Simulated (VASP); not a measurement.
Set up this calculation in VASP 6.6.1, as the native input.

| Property | Result |
| --- | --- |
| Task | relaxation of the atoms |
| Functional | optB88-vdW |
| Potentials or basis | VASP PAW PBE potentials, release 64 (Sn_d, S) |
| Cutoff | 520 eV |
| k mesh | 10 × 10 × 6 |
| Occupations | gaussian, width 0.05 eV |
| Spin | no spin polarisation |
| Further INCAR settings | ALGO = Normal; EDIFF = 1e-06; IBRION = 2; EDIFFG = -0.01; NSW = 60 |

The structure of SnS2 lies in POSCAR:

```
SnS2
1.0
    3.6390000000      0.0000000000      0.0000000000
   -1.8195000000      3.1514664400      0.0000000000
    0.0000000000      0.0000000000      5.6743560000
Sn S
1 2
Direct
    0.0000000000      0.0000000000      0.0000000000
    0.3333333300      0.6666666700      0.2585315400
    0.6666666700      0.3333333300      0.7414684600
```

One way to write it, as run:

INCAR

```
SYSTEM = SnS2
PREC = Accurate
ENCUT = 520
EDIFF = 1E-6
ISMEAR = 0
SIGMA = 0.05
LREAL = .False.
LASPH = .True.
NELM = 80
ALGO = Normal
ISIF = 2
LWAVE = .False.
LCHARG = .False.
GGA = BO
LUSE_VDW = .True.
AGGAC = 0.0
PARAM1 = 0.1833333333
PARAM2 = 0.22
IBRION = 2
NSW = 60
EDIFFG = -0.01
KPAR = 2
```

KPOINTS

```
regular mesh
0
Gamma
  10 10 6
  0 0 0
```

Potentials or basis: VASP PAW PBE potentials, release 64 (Sn_d, S).

Launch:

```sh
$ cat potpaw_PBE.64/Sn_d/POTCAR potpaw_PBE.64/S/POTCAR > POTCAR
$ mpirun -np 2 vasp_std > vasp.out
```

Results of the run:

* Energy gained by relaxing: 3.4 meV/atom
* Ionic steps: 3
* Pressure after relaxing: 3.5 GPa
* Largest force after relaxing: 0.004 eV/Å
* Band gap on the k mesh: 1.07 eV, indirect (least direct gap 1.61 eV)

Caveat: the PAW data sets were made with another functional, which shifts forces and pressure a little; spin-orbit coupling is left out, which moves the levels of the heavy elements.

It took 3.1 min on 2 MPI ranks on Intel(R) Xeon(R) Platinum 8259CL CPU @ 2.50GHz (Skylake/Cascade Lake), with other jobs on the host, peak memory 0.43 GiB a rank.
